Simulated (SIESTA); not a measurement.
BN:

```
N B
1.0
     2.55394    0.00000    0.00000
    -1.27697    2.21178    0.00000
     0.00000    0.00000    4.22685
N B
2 2
Direct
  0.33333 0.66667 0.12528
  0.66667 0.33333 0.62528
  0.33333 0.66667 0.49972
  0.66667 0.33333 0.99972
```

Measurements of this composition are mostly on another form, of space group No. 194.

Base run:

| Item | Value |
| --- | --- |
| Program | SIESTA 5.4.2 |
| Functional | PBE |
| Potentials or basis | PseudoDojo 0.4 standard (PBE files) |
| Basis | DZDP (energy shift 0.003 Ry) |
| Grid cutoff | 800 Ry |
| Energy shift | 0.003 Ry |
| k mesh | 12 × 12 × 6 |
| Occupations | fermi-dirac, width 0.05 eV |
| Spin | no spin polarisation |

Its results: band gap on the k mesh 5.39 eV, indirect (least direct gap 8.39 eV); pressure 4.2 GPa; largest force 0.036 eV/Å.

Task: After a change of settings the same cell gave: band gap on the k mesh 6.95 eV, indirect (least direct gap 8.49 eV); pressure 6.9 GPa; largest force 0.025 eV/Å. Which change was it?
A. basis from DZDP (energy shift 0.003 Ry) to DZP (energy shift 0.003 Ry)
B. basis from DZDP (energy shift 0.003 Ry) to TZDP (energy shift 0.003 Ry)
C. basis from DZDP (energy shift 0.003 Ry) to TZP (energy shift 0.003 Ry)
D. basis from DZDP (energy shift 0.003 Ry) to DZ (energy shift 0.003 Ry)

Result: D.

Caveats: the basis of atomic orbitals isn't converged, which shifts pressures, moduli and gaps; the basis has no polarisation orbitals (some runs).
